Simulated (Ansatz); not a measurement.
# Bismuth, simple cubic under RPBE: ground state and equation of state

The plan for bismuth in the simple cubic structure: relax it, solve it on a dense k-mesh, then scale the cell to 7 volumes from 88 to 112 % of the relaxed one and try a fit of the equation of state. Spin polarisation is left out. The k-meshes are 10×10×10 for the relaxation; 16×16×16 for the dense run; 11×11×11 for the volumes.

Computed with Ansatz 0.2.0 (DFT RPBE, plane waves (420 eV) with PAW, scalar-relativistic; the PAW data stem from PBE, with regenerated cores, unless a step says otherwise).

### Step 1. The system as given

The structure is cubic, space group Pm-3m (No. 221). Conventional cell: a = 3.252 Å, b = 3.252 Å, c = 3.252 Å, α = 90.00°, β = 90.00°, γ = 90.00°. Around Bi (site symmetry m-3m) lie 6 Bi at 3.25 Å.

As a file:

```cif
data_structure
_symmetry_space_group_name_H-M 'Pm-3m'
_symmetry_Int_Tables_number 221
_cell_length_a 3.2522
_cell_length_b 3.2522
_cell_length_c 3.2522
_cell_angle_alpha 90.000
_cell_angle_beta 90.000
_cell_angle_gamma 90.000
_cell_volume 34.40
loop_
_atom_site_label
_atom_site_type_symbol
_atom_site_symmetry_multiplicity
_atom_site_Wyckoff_symbol
_atom_site_fract_x
_atom_site_fract_y
_atom_site_fract_z
_atom_site_occupancy
Bi1 Bi 1 a 0.00000 0.00000 0.00000 1
```

### Step 2. Geometry optimisation

The input, input.yaml:

```yaml
crystal:
  lattice:
    - [3.2521762864, 0.0, 0.0]
    - [0.0, 3.2521762864, 0.0]
    - [0.0, 0.0, 3.2521762864]
  atoms:
    - { symbol: Bi, position: [0.0, 0.0, 0.0] }
hamiltonian:
  xc: rpbe
  pseudopotentials:
    kind: paw
    azcp:
      Bi: "pseudopotentials/Bi.paw.azcp"
basis:
  ecutwfc: 420
  fft_grid_basis: typed
kpoints:
  mp_grid: { grid: [10, 10, 10], shift: [0, 0, 0] }
magnetization:
  spin_polarized: false
scf:
  occupations: { method: fermi_dirac, width: 0.1 }
relax:
  max_steps: 60
  f_tol: 0.01
  cell: {}
```

Further steps of the session: Dense single point; Volume × 0.88; Volume × 0.92; Volume × 0.96; Volume × 1.0; Volume × 1.04; Volume × 1.08; Volume × 1.12.

Q: Predict the outcome of this session. Wanted: space group; conventional cell; volume; shortest distance; gap on the mesh; relative to A7 rhombohedral; V₀, B₀, B₀′.

As calculated:

| quantity | value |
| --- | --- |
| space group (spins left aside) | Pm-3m (No. 221) |
| conventional cell | a = 3.309 Å |
| volume | 36.225 Å³/atom |
| shortest distance | 3.309 Å |
| gap on the mesh | none (levels filled in part) |
| relative to A7 rhombohedral | +65 meV/atom |
| V₀, B₀, B₀′ | 36.247 Å³/atom, 42 GPa, 4.7 |

**Reading.** From the guessed start the volume grew by 5.3 % in 5 steps. It lies 65 meV/atom above the element's reference form at the same level (A7 rhombohedral, from a run of its own). Levels at the Fermi energy are filled in part, as in a metal. The fitted modulus is 42 GPa. Relaxation kept the symmetry; phonons were not checked.
